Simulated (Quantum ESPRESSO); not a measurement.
Input of a Quantum ESPRESSO 7.5 run:

The input pw.in:

```
&CONTROL
  calculation = 'scf'
  prefix = 'pwscf'
  outdir = './tmp'
  pseudo_dir = './pseudo'
  tprnfor = .true.
  tstress = .true.
  disk_io = 'nowf'
/
&SYSTEM
  ibrav = 0
  nat = 1
  ntyp = 1
  ecutwfc = 55
  ecutrho = 440
  nbnd = 13
  occupations = 'smearing'
  smearing = 'fd'
  degauss = 0.00367493
/
&ELECTRONS
  conv_thr = 2d-10
  electron_maxstep = 120
  mixing_beta = 0.5
/
ATOMIC_SPECIES
Sb   121.7600 sb_pbe_v1.4.uspp.F.UPF
CELL_PARAMETERS angstrom
   0.1733647600    2.3885337500    2.4958692300
   2.4173055400    0.0646925500    2.6045414300
   2.3204533900    2.4003538000    0.1615447000
ATOMIC_POSITIONS crystal
Sb     0.0000000000    0.0000000000    0.0000000000
K_POINTS automatic
10 10 10 0 0 0
```

Potentials or basis: SSSP 1.3 efficiency PBE.

The run is started by

```console
$ OMP_NUM_THREADS=1 pw.x -in pw.in > pw.out
```

What does it give for the pressure?

2.8 GPa.

Estimate the band gap on the k mesh.

none (metal or under the smearing width).

Stress tensor (GPa, compression positive):
```
 2.11 -0.83 -0.69
-0.83  2.30 -0.50
-0.69 -0.50  4.08
```

Spin-orbit coupling is left out, which matters for the levels of Sb.
